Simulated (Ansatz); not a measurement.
# BeS (F-43m): how far a G0W0 gap depends on its settings

Aim: test how the G0W0 gap of BeS in the zincblende structure moves with the number of bands, the screening cutoff and the other choices.

Code: Ansatz 0.2.0. G0W0, plane waves. Spin-unpolarised throughout; all numbers are computed.

## Step 1: Starting point

The cell was relaxed beforehand with r2SCAN.

It is cubic, F-43m (No. 216); a = 4.869 Å in the conventional setting, 14.43 Å³ an atom. Be has 4 S at 2.11 Å; S has 4 Be at 2.11 Å.

Coordinates:

```
Be S
1.0
     0.00000    2.43431    2.43431
     2.43431    0.00000    2.43431
     2.43431    2.43431    0.00000
Be S
1 1
Direct
  0.00000 0.00000 0.00000
  0.25000 0.25000 0.25000
```

## Step 2: 46 empty bands, 80 eV

input.yaml

```yaml
crystal:
  lattice:
    - [0.0, 2.4343062282, 2.4343062282]
    - [2.4343062282, 0.0, 2.4343062282]
    - [2.4343062282, 2.4343062282, 0.0]
  atoms:
    - { symbol: Be, position: [0.0, 0.0, 0.0] }
    - { symbol: S, position: [0.25, 0.25, 0.25] }
kpoints:
  mp_grid: { grid: [4, 4, 4] }
hamiltonian:
  xc: pbe
scf:
  occupations: { method: fixed }
gw:
  n_empty_bands: 46
  ecut_chi: 80
  qp_bands: [v2, c2]
  qp_kpoints: band_edges
  screening: { model: contour_deformation }
```

## Step 3: 108 empty bands, 140 eV

Edit input.yaml of step 2 so:

```diff
@@ -15,4 +15,4 @@
 gw:
-  n_empty_bands: 46
-  ecut_chi: 80
+  n_empty_bands: 108
+  ecut_chi: 140
   qp_bands: [v2, c2]
```

## Step 4: 199 empty bands, 210 eV

Edit input.yaml of step 3 so:

```diff
@@ -15,4 +15,4 @@
 gw:
-  n_empty_bands: 108
-  ecut_chi: 140
+  n_empty_bands: 199
+  ecut_chi: 210
   qp_bands: [v2, c2]
```

## Step 5: A finer mesh, 6×6×6

Edit input.yaml of step 4 so:

```diff
@@ -9,3 +9,3 @@
 kpoints:
-  mp_grid: { grid: [4, 4, 4] }
+  mp_grid: { grid: [6, 6, 6] }
 hamiltonian:
@@ -15,4 +15,4 @@
 gw:
-  n_empty_bands: 199
-  ecut_chi: 210
+  n_empty_bands: 46
+  ecut_chi: 80
   qp_bands: [v2, c2]
```

## Step 6: A plasmon pole in place of the full frequency dependence

Edit input.yaml of step 5 so:

```diff
@@ -9,3 +9,3 @@
 kpoints:
-  mp_grid: { grid: [6, 6, 6] }
+  mp_grid: { grid: [4, 4, 4] }
 hamiltonian:
@@ -15,6 +15,6 @@
 gw:
-  n_empty_bands: 46
-  ecut_chi: 80
+  n_empty_bands: 108
+  ecut_chi: 140
   qp_bands: [v2, c2]
   qp_kpoints: band_edges
-  screening: { model: contour_deformation }
+  screening: { model: godby_needs }
```

## Step 7: Norm-conserving pseudopotentials

Edit input.yaml of step 6 so:

```diff
@@ -12,2 +12,3 @@
   xc: pbe
+  pseudopotentials: { kind: nc }
 scf:
@@ -19,2 +20,2 @@
   qp_kpoints: band_edges
-  screening: { model: godby_needs }
+  screening: { model: contour_deformation }
```

## Step 8: Starting from LDA

Edit input.yaml of step 7 so:

```diff
@@ -11,4 +11,3 @@
 hamiltonian:
-  xc: pbe
-  pseudopotentials: { kind: nc }
+  xc: lda
 scf:
```

## Step 9: Starting from r2SCAN

Edit input.yaml of step 8 so:

```diff
@@ -11,3 +11,3 @@
 hamiltonian:
-  xc: lda
+  xc: r2scan
 scf:
```

Before running it: what results should come out? Wanted: for each run, start; potentials; frequencies; empty bands; cutoff; Kohn-Sham gap; G0W0 gap.

As calculated:

| start | potentials | frequencies | empty bands | cutoff (eV) | mesh | Kohn-Sham gap (eV) | G0W0 gap (eV) |
| --- | --- | --- | --- | --- | --- | --- | --- |
| PBE | PAW | full | 46 | 80 | 4×4×4 | 3.12 | 4.21 |
| PBE | PAW | full | 108 | 140 | 4×4×4 | 3.12 | 4.39 |
| PBE | PAW | full | 199 | 210 | 4×4×4 | 3.12 | 4.48 |
| PBE | PAW | full | 46 | 80 | 6×6×6 | 3.13 | 4.24 |
| PBE | PAW | pole | 108 | 140 | 4×4×4 | 3.12 | 4.35 |
| PBE | NC | full | 108 | 140 | 4×4×4 | 3.13 | 4.38 |
| LDA | PAW | full | 108 | 140 | 4×4×4 | 2.90 | 4.31 |
| r2SCAN | PAW | full | 108 | 140 | 4×4×4 | 3.58 | 4.63 |

Gaps are those on each run's own mesh.

**Reading.** With bands and cutoff raised together, from 46 bands at 80 eV to 199 at 210 eV, the gap moves by +0.27 eV, and on the last rung by +0.09 eV; extrapolated in 1/N from the last two rungs, the limit on this k mesh would lie near 4.6 eV. The starting point matters: against PBE, LDA gives -0.08 eV, r2SCAN gives +0.24 eV. The plasmon pole changes the gap by -0.042 eV. Norm-conserving potentials change it by -0.009 eV. On the finer mesh the quasiparticle shift is +1.11 eV, against +1.09 eV on the coarse one.
